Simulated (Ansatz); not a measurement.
**Orbital-resolved density of states of Sb**

```
CELL_PARAMETERS angstrom
3.36900 0.00000 0.00000
-1.68450 2.91764 0.00000
0.00000 0.00000 5.33000
ATOMIC_POSITIONS crystal
Sb 0.33333 0.66667 0.25000
Sb 0.66667 0.33333 0.75000
```

Atoms are numbered in the order listed.

The cell is COD entry 1539203, as deposited and not checked against the literature; nothing was relaxed.

Spin–orbit coupling is left out, though it moves levels of the heavy atoms by tenths of an eV or more.

These are results of Ansatz 0.2.0, DFT, PBE, all-electron LAPW, scalar-relativistic, not measurements.

The runs use a Γ-centred 12×12×7 k mesh, Fermi–Dirac smearing of 0.05 eV, basis error target 0.5 meV/atom, no spin polarisation.

States per eV for one atom of each kind, in 0.4 eV bins named by their centres, from the Fermi level, projected on a minimal set of Löwdin-orthogonalised atomic shells; orbitals are real harmonics on the Cartesian axes, equal curves share a column, and empty bins are left out, as is all above 3.3 eV, near the top of the computed bands.

Sb1 5p:

```
# E all pz px=py
-12.7 0.02 0.01 0.01
-12.3 0.04 0.02 0.01
-11.9 0.06 0.02 0.02
-11.5 0.07 0.02 0.02
-11.1 0.08 0.03 0.03
-10.7 0.09 0.03 0.03
-10.3 0.10 0.04 0.03
-9.9 0.11 0.04 0.03
-9.5 0.11 0.04 0.04
-9.1 0.10 0.04 0.03
-8.7 0.07 0.03 0.02
-8.3 0.07 0.03 0.02
-7.9 0.09 0.02 0.04
-7.5 0.01 0.00 0.00
-5.5 0.13 0.05 0.04
-5.1 0.29 0.10 0.09
-4.7 0.55 0.17 0.19
-4.3 0.69 0.22 0.23
-3.9 0.44 0.18 0.13
-3.5 0.37 0.12 0.13
-3.1 0.48 0.15 0.16
-2.7 0.47 0.16 0.16
-2.3 0.47 0.17 0.15
-1.9 0.52 0.19 0.17
-1.5 0.47 0.16 0.16
-1.1 0.52 0.14 0.19
-0.7 0.47 0.12 0.18
-0.3 0.53 0.13 0.20
0.1 0.65 0.19 0.23
0.5 0.66 0.21 0.22
0.9 0.61 0.18 0.21
1.3 0.60 0.19 0.20
1.7 0.67 0.24 0.22
2.1 0.56 0.19 0.18
2.5 0.69 0.26 0.22
2.9 0.78 0.31 0.24
```

Sb1 5s:

```
# E all
-13.1 0.03
-12.7 0.09
-12.3 0.13
-11.9 0.15
-11.5 0.16
-11.1 0.19
-10.7 0.21
-10.3 0.25
-9.9 0.30
-9.5 0.38
-9.1 0.41
-8.7 0.38
-8.3 0.47
-7.9 0.66
-7.5 0.14
-5.1 0.02
-4.7 0.05
-4.3 0.08
-3.9 0.07
-3.5 0.07
-3.1 0.08
-2.7 0.07
-2.3 0.06
-1.9 0.06
-1.5 0.07
-1.1 0.05
-0.7 0.04
-0.3 0.04
0.1 0.04
0.5 0.04
0.9 0.03
1.3 0.03
1.7 0.02
2.1 0.02
2.5 0.02
2.9 0.01
```
